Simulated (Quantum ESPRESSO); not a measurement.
AlCu:

```
CELL_PARAMETERS angstrom
2.99751 0.00000 0.00000
0.00000 2.99751 0.00000
0.00000 0.00000 2.99751
ATOMIC_POSITIONS crystal
Cu 0.50650 0.49273 0.49086
Al 0.00522 0.98832 0.99438
```

The cell comes from a database or a generator and needn't be the stable form of this composition.

The cell isn't the ideal one: atoms moved at random, drawn with an rms of 0.05 Å.

Below is the output of Quantum ESPRESSO 7.5 for this cell. Logs are shortened: lines on timing, memory, paths and dates and some standing lists are left out, and cuts for length are marked.

```text
This program is part of the open-source Quantum ESPRESSO suite
     for quantum simulation of materials; please cite
[... 10 lines left out ...]
     --------------------
     sticks:   dense  smooth     PW     G-vecs:    dense   smooth      PW
     Sum        1137     577    177                29039    10395    1791

     Using Slab Decomposition

     bravais-lattice index     =            0
     lattice parameter (alat)  =       5.6645  a.u.
     unit-cell volume          =     181.7515 (a.u.)^3
     number of atoms/cell      =            2
     number of atomic types    =            2
     number of electrons       =        22.00
     number of Kohn-Sham states=           18
     kinetic-energy cutoff     =      56.0000  Ry
     charge density cutoff     =     448.0000  Ry
     scf convergence threshold =      4.0E-10
     mixing beta               =       0.5000
     number of iterations used =            8  plain     mixing
     Exchange-correlation= SLA  PW   PSX  PSC
                           (   1   4  10   8   0   0   0)

     celldm(1)=   5.664471  celldm(2)=   0.000000  celldm(3)=   0.000000
     celldm(4)=   0.000000  celldm(5)=   0.000000  celldm(6)=   0.000000

     crystal axes: (cart. coord. in units of alat)
               a(1) = (   1.000000   0.000000   0.000000 )
               a(2) = (   0.000000   1.000000   0.000000 )
               a(3) = (   0.000000   0.000000   1.000000 )

     reciprocal axes: (cart. coord. in units 2 pi/alat)
               b(1) = (  1.000000  0.000000  0.000000 )
               b(2) = (  0.000000  1.000000  0.000000 )
               b(3) = (  0.000000  0.000000  1.000000 )

     PseudoPot. # 1 for Cu read from file:
     cu_pbesol_v1.2.uspp.F.UPF
     Pseudo is Ultrasoft + core correction, Zval = 19.0
     Generated by new atomic code, or converted to UPF format
     Using radial grid of  867 points,  6 beta functions with:
                l(1) =   0
                l(2) =   0
                l(3) =   1
                l(4) =   1
                l(5) =   2
                l(6) =   2
     Q(r) pseudized with  8 coefficients,  rinner =    1.150   1.150   1.150
                                                       1.150   1.150

     PseudoPot. # 2 for Al read from file:
     al_pbesol_v1.uspp.F.UPF
     Pseudo is Ultrasoft + core correction, Zval =  3.0
     Generated by new atomic code, or converted to UPF format
     Using radial grid of  893 points,  3 beta functions with:
                l(1) =   0
                l(2) =   1
                l(3) =   2
     Q(r) pseudized with  8 coefficients,  rinner =    0.900   0.900   0.900
                                                       0.900   0.900

     atomic species   valence    mass     pseudopotential
     Cu               19.00    63.54600     Cu( 1.00)
     Al                3.00    26.98150     Al( 1.00)

     No symmetry found

   Cartesian axes

     site n.     atom                  positions (alat units)
         1        Cu     tau(   1) = (   0.5065050   0.4927260   0.4908620  )
         2        Al     tau(   2) = (   0.0052170  -0.0116840  -0.0056220  )

     number of k points=   365  Fermi-Dirac smearing, width (Ry)=  0.0037

     Number of k-points >= 100: set verbosity='high' to print them.

     Dense  grid:    29039 G-vectors     FFT dimensions: (  40,  40,  40)

     Smooth grid:    10395 G-vectors     FFT dimensions: (  27,  27,  27)

     Initial potential from superposition of free atoms

     starting charge      20.9976, renormalised to      22.0000
     Starting wfcs are   17 randomized atomic wfcs +    1 random wfcs

     Self-consistent Calculation

     iteration #  1     ecut=    56.00 Ry     beta= 0.50
     Davidson diagonalization with overlap
     ethr =  1.00E-02,  avg # of iterations =  5.6

     total energy              =    -404.81696051 Ry
     estimated scf accuracy    <       9.04758383 Ry

     iteration #  2     ecut=    56.00 Ry     beta= 0.50
     Davidson diagonalization with overlap
     ethr =  1.00E-02,  avg # of iterations =  3.0

     total energy              =    -409.77701651 Ry
     estimated scf accuracy    <      12.40294842 Ry

     iteration #  3     ecut=    56.00 Ry     beta= 0.50
     Davidson diagonalization with overlap
     ethr =  1.00E-02,  avg # of iterations =  2.0
[... 92 lines left out ...]
     total energy              =    -410.19815989 Ry
     estimated scf accuracy    <          4.1E-09 Ry

     iteration # 17     ecut=    56.00 Ry     beta= 0.50
     Davidson diagonalization with overlap
     ethr =  1.84E-11,  avg # of iterations =  2.4

     total energy              =    -410.19815990 Ry
     estimated scf accuracy    <          6.1E-10 Ry

     iteration # 18     ecut=    56.00 Ry     beta= 0.50
     Davidson diagonalization with overlap
     ethr =  2.78E-12,  avg # of iterations =  1.9

     End of self-consistent calculation

     Number of k-points >= 100: set verbosity='high' to print the bands.

     the Fermi energy is    12.5413 ev

!    total energy              =    -410.19815990 Ry
     estimated scf accuracy    <          5.9E-11 Ry
     smearing contrib. (-TS)   =      -0.00053956 Ry
     internal energy E=F+TS    =    -410.19762034 Ry

     The total energy is F=E-TS. E is the sum of the following terms:
     one-electron contribution =    -352.07712698 Ry
     hartree contribution      =     186.00893854 Ry
     xc contribution           =     -42.66088113 Ry
     ewald contribution        =    -201.46855077 Ry

     convergence has been achieved in  18 iterations

     Forces acting on atoms (cartesian axes, Ry/au):

     atom    1 type  1   force =    -0.00056286   -0.00191940    0.00153289
     atom    2 type  2   force =     0.00056286    0.00191940   -0.00153289

     Total force =     0.003564     Total SCF correction =     0.000000

     Computing stress (Cartesian axis) and pressure

          total   stress  (Ry/bohr**3)                   (kbar)     P=      -47.18
  -0.00032056   0.00000039  -0.00000031          -47.16        0.06       -0.05
   0.00000039  -0.00032092  -0.00000107            0.06      -47.21       -0.16
  -0.00000031  -0.00000107  -0.00032077           -0.05       -0.16      -47.19

=------------------------------------------------------------------------------=
   JOB DONE.
=------------------------------------------------------------------------------=
```

Question: What input gives this log?

Answer: Single point with PBEsol, no spin polarisation. The files as run (others can give the same):

pw.in
```
&CONTROL
  calculation = 'scf'
  prefix = 'pwscf'
  outdir = './tmp'
  pseudo_dir = './pseudo'
  tprnfor = .true.
  tstress = .true.
  disk_io = 'nowf'
/
&SYSTEM
  ibrav = 0
  nat = 2
  ntyp = 2
  ecutwfc = 56
  ecutrho = 448
  nbnd = 18
  occupations = 'smearing'
  smearing = 'fd'
  degauss = 0.00367493
/
&ELECTRONS
  conv_thr = 4d-10
  electron_maxstep = 120
  mixing_beta = 0.5
/
ATOMIC_SPECIES
Cu    63.5460 cu_pbesol_v1.2.uspp.F.UPF
Al    26.9815 al_pbesol_v1.uspp.F.UPF
CELL_PARAMETERS angstrom
   2.9975090000    0.0000000000    0.0000000000
   0.0000000000    2.9975090000    0.0000000000
   0.0000000000    0.0000000000    2.9975090000
ATOMIC_POSITIONS crystal
Cu     0.5065050000    0.4927260000    0.4908620000
Al     0.0052170000   -0.0116840000   -0.0056220000
K_POINTS automatic
9 9 9 0 0 0
```

Potentials or basis: GBRV 1.5 PBEsol.
Command:
```bash
$ OMP_NUM_THREADS=1 mpirun -n 2 pw.x -nk 2 -in pw.in > pw.out
```
